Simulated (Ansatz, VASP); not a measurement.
B: VASP beside Ansatz

```xyz
8
Lattice="0.0000 4.2873 4.2873 4.2873 0.0000 4.2873 4.2873 4.2873 0.0000" Properties=species:S:1:pos:R:3 pbc="T T T"
B     0.6030    3.6842    3.6842
B     1.5406    1.5406    1.5406
B     2.7467    2.7467    1.5406
B     2.7467    1.5406    2.7467
B     3.6842    0.6030    3.6842
B     0.6030    0.6030    0.6030
B     3.6842    3.6842    0.6030
B     1.5406    2.7467    2.7467
```

Alike in both runs: functional PBE; k mesh 4 × 4 × 4; occupations gaussian, width 0.1 eV; no spin polarisation.

Ansatz relaxed the structure, and its values are those at the end. VASP's run is a single point on that final structure, the one shown.

|  | VASP | Ansatz |
| --- | --- | --- |
| version | VASP 6.6.1 | Ansatz 0.2.0 |
| potentials or method | VASP PAW PBE potentials, release 64 (B) | scalar-relativistic, plane waves, PAW |
| plane-wave cutoff (eV) | 520 | 420 |
| valence electrons in the cell | 24 | 24 |

VASP gave:

```
gap on the k mesh at the Fermi level (eV) : none
pressure (GPa)                            : -0.1
rms of the force components (eV/Å)        : 0.013
```

What did Ansatz give for the same quantities?

gap on the k mesh at the Fermi level (eV): none; pressure (GPa): -0.1; rms of the force components (eV/Å): 0.001.

A gap of «none» marks a metal or a gap that the smearing closes. The functional is the same, so the differences come from potentials, cutoffs and numerics.
